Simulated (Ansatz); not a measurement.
## BeS and its competing phases

All numbers below come from Ansatz 0.2.0, DFT PBE, scalar-relativistic, plane waves, PAW. All cells share a 420 eV cutoff and Γ-centred k meshes spaced at most about 0.3 Å⁻¹ (2π included). No spin polarisation.

The zero of energy is the elements' standard structures at the same level; no fitted shifts are applied.

Temperature and zero-point effects are left out. The reference form of S is held partly by dispersion forces, which this level lacks.

The competitors are the elements and 1 reference phase of this chemical system (from databases or known types: BeS), relaxed at the same level; other known phases may be missing.

The candidate was reached from: 4-connected net, two elements alternating.

```cif
data_structure
_symmetry_space_group_name_H-M 'Pbam'
_symmetry_Int_Tables_number 55
_cell_length_a 5.7313
_cell_length_b 11.9573
_cell_length_c 3.4536
_cell_angle_alpha 90.000
_cell_angle_beta 90.000
_cell_angle_gamma 90.000
_cell_volume 236.68
loop_
_atom_site_label
_atom_site_type_symbol
_atom_site_symmetry_multiplicity
_atom_site_Wyckoff_symbol
_atom_site_fract_x
_atom_site_fract_y
_atom_site_fract_z
_atom_site_occupancy
Be1 Be 4 g 0.83689 0.66691 0.00000 1
Be2 Be 4 h 0.83891 0.91154 0.50000 1
S1 S 4 g 0.70824 0.83337 0.00000 1
S2 S 4 h 0.71010 0.58776 0.50000 1
```

**Question.** Is it stable, and against what?

**Answer.** Not the lowest form: another structure of the same formula lies lower. Its formation energy is -1.036 eV/atom. The lowest competing phase at this composition is this:

```json
{"phase": "BeS", "space group": "F-43m (No. 216)", "source": "COD", "share of atoms": "1.0000", "ΔE_f (eV/atom)": "-1.070"}
```

The candidate lies 34 meV/atom above this phase. The candidate matches no cell in the subsets of the Crystallography Open Database and the Materials Project at hand. Such a margin is small enough for a metastable phase. Checks: no imaginary mode on a 1×1×2 q mesh.
